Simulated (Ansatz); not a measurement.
# TiCo: uniaxial strain along a

A series on TiCo: uniaxial strain along a, -3 to +3 %; the lengths of b and c and the atoms relax, the angles are held. Wanted: energy, stress and any gap along the series.

Program: Ansatz 0.2.0. Level of theory: DFT PBEsol, scalar-relativistic, plane waves, PAW. These are calculated values, not measurements.

3 further runs of the same task are left out: 3 set aside as unsound or not needed.

## 1. The starting structure

It takes space group Pm-3m (No. 221, cubic). The conventional cell has a = 2.938 Å, b = 2.938 Å, c = 2.938 Å, α = 90.00°, β = 90.00°, γ = 90.00°. Ti (site symmetry m-3m) is surrounded by 8 Co at 2.54 Å. Co (site symmetry m-3m) has 8 Ti at 2.54 Å as nearest neighbours.

As a file:

```cif
data_structure
_symmetry_space_group_name_H-M 'P 1'
_symmetry_Int_Tables_number 1
_cell_length_a 2.9385
_cell_length_b 2.9385
_cell_length_c 2.9385
_cell_angle_alpha 90.000
_cell_angle_beta 90.000
_cell_angle_gamma 90.000
_cell_volume 25.37
loop_
_atom_site_label
_atom_site_type_symbol
_atom_site_fract_x
_atom_site_fract_y
_atom_site_fract_z
_atom_site_occupancy
Ti1 Ti 0.00000 0.00000 0.00000 1
Co1 Co 0.50000 0.50000 0.50000 1
```

It goes back to an entry of the Materials Project, which need not be the stable form.

It is the result of an earlier relaxation at this level (volume 12.69 Å³/atom; gap on the mesh: none (metal), site moments up to 0.7 μB).

The unstrained cell was computed beforehand with the same settings: E(σ→0) = -7567.7120 eV for 2 atoms, gap none (metal).

## 2. At -1.0 %

Contents of input.yaml:

```yaml
crystal:
  lattice:
    - [2.9091148725, 0.0, 0.0]
    - [0.0, 2.9458461209, 0.0]
    - [0.0, 0.0, 2.9458461209]
  atoms:
    - { symbol: Ti, position: [0.0, 0.0, 0.0] }
    - { symbol: Co, position: [0.5, 0.5, 0.5], spin: 0.75 }
basis:
  ecutwfc: 420
kpoints:
  mp_grid: { grid: [18, 18, 18] }
hamiltonian:
  xc: pbesol
scf:
  occupations: { method: gaussian, width: 0.1 }
output:
  forces: true
  stress: true
  eigenvalues: true
  populations: true
magnetization:
  spin_polarized: true
relax:
  adjacent_minimum: "off"
  f_tol: 0.008
  max_steps: 40
  cell: { stress_tol: 0.015, fix: [a, angles] }
```

The run is started by

```bash
ansatz run input.yaml --threads 1 --pin off --max-ram 2560MiB --backend cpu --events-out ev --progress --plain --runs-dir out
```

The session goes on with these runs: the cell strained by +1.0 %; At -2.0 %; At +2.0 %; strain -3.0 %; the cell strained by +3.0 %.

Before running it: what results should come out? Wanted: strain of the free axis b per applied strain.

**Answer**, as computed:

```
                                    quantity                   value
                         largest energy cost  5.5 meV/atom at -3.0 %
strain of the free axis b per applied strain                   -0.36
```

One stiffness does not describe the range: the innermost pair gives (1/V) d²E/dε² = 161 GPa and a cubic fit over all points 130 GPa. Compression by 3 % costs 5.5 meV/atom and stretching 4.0. On this cell's mesh the unstrained reference holds a stress of up to 0.46 GPa. The free axis b moves against the applied strain (factor -0.36).
